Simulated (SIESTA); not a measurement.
Crystal: Si.

```
CELL_PARAMETERS angstrom
2.53211 0.00000 0.00000
0.00000 2.53211 0.00000
0.00000 0.00000 2.53211
ATOMIC_POSITIONS crystal
Si 0.50000 0.50000 0.50000
```

The cell was built by a generator and needn't be a form met in nature.

* Program: SIESTA 5.4.2
* Task: relaxation of cell and atoms
* Functional: PBE
* Potentials or basis: PseudoDojo 0.4 standard (PBE files)
* Basis: DZ (energy shift 0.003 Ry)
* Grid cutoff: 500 Ry
* Energy shift: 0.003 Ry
* k mesh: 10 × 10 × 10
* Occupations: fermi-dirac, width 0.05 eV
* Spin: no spin polarisation

At the start: pressure 11.2 GPa; volume 16.23 Å³/atom.

Task: Where does the relaxation end?

Result: Over 5 steps the energy falls by 54.7 meV/atom and the volume is 17.98 Å³/atom (+10.7 %); space group Pm-3m (No. 221, to 0.05 Å).

Step by step:
| step | energy change (eV) | largest force (eV/Å) | pressure (GPa) | volume (Å³) |
| --- | --- | --- | --- | --- |
| 1 | 0.0000 | 0.0000 | 11.22 | 16.23 |
| 2 | -0.0318 | 0.0000 | 6.88 | 16.80 |
| 3 | -0.0540 | 0.0000 | 1.11 | 17.74 |
| 4 | -0.0450 | 0.0000 | -3.57 | 18.80 |
| 5 | -0.0547 | 0.0000 | -0.07 | 17.98 |

Final structure:
```
Si
1.0
     2.61962    0.00000    0.00000
     0.00000    2.61962    0.00000
     0.00000    0.00000    2.61962
Si
1
Direct
  0.50000 0.50000 0.50000
```

Caveat: the basis has no polarisation orbitals; the basis of atomic orbitals isn't converged, which shifts pressures, moduli and gaps.
